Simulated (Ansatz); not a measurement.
# Formation energy of HfC (WC-type structure)

The computed numbers are results of r²SCAN, scalar-relativistic (no spin polarisation) in the plane-wave PAW code Ansatz at 500 eV, 12×12×12 k-mesh, Gaussian smearing of 0.05 eV. The datasets are Ansatz's generated set soft_2.

This is a trial structure made by placing the elements on a prototype's sites, so it needn't be the stable form.

The structure is hexagonal, space group P-6m2 (No. 187). Conventional cell: a = 3.228 Å, b = 3.228 Å, c = 2.899 Å, α = 90.00°, β = 90.00°, γ = 120.00°. Hf (site symmetry -6m2) has 6 C at 2.36 Å as nearest neighbours. C (site symmetry -6m2) has 6 Hf at 2.36 Å as nearest neighbours. (Neighbours are counted to 15 % beyond the shortest distance.)

The elements were computed in their standard states with the same datasets, cutoff and functional. Absolute energies hang on the potentials; compare differences alone.

Energy of the relaxed cell (2 atoms, smearing extrapolated to zero): -15985.285 eV. Elements, in eV/atom: Hf -15733.062, C -251.670.

Q: What is the formation energy?

A: [-15985.285 − (1 × -15733.062 + 1 × -251.670)] / 2 = -0.28 eV/atom, or -27 kJ per mole of atoms.

The value is for 0 K, without zero-point energy. A negative value shows stability against the elements alone, not against other compounds or structures.

Scalar-relativistic only: spin–orbit splittings of the heavy atoms' levels are missing. A displaced or strained copy of the relaxed cell lay 1.4 meV/atom lower, so the structure isn't a true minimum at this level, unless the mesh, which matters in a metal, makes it so.
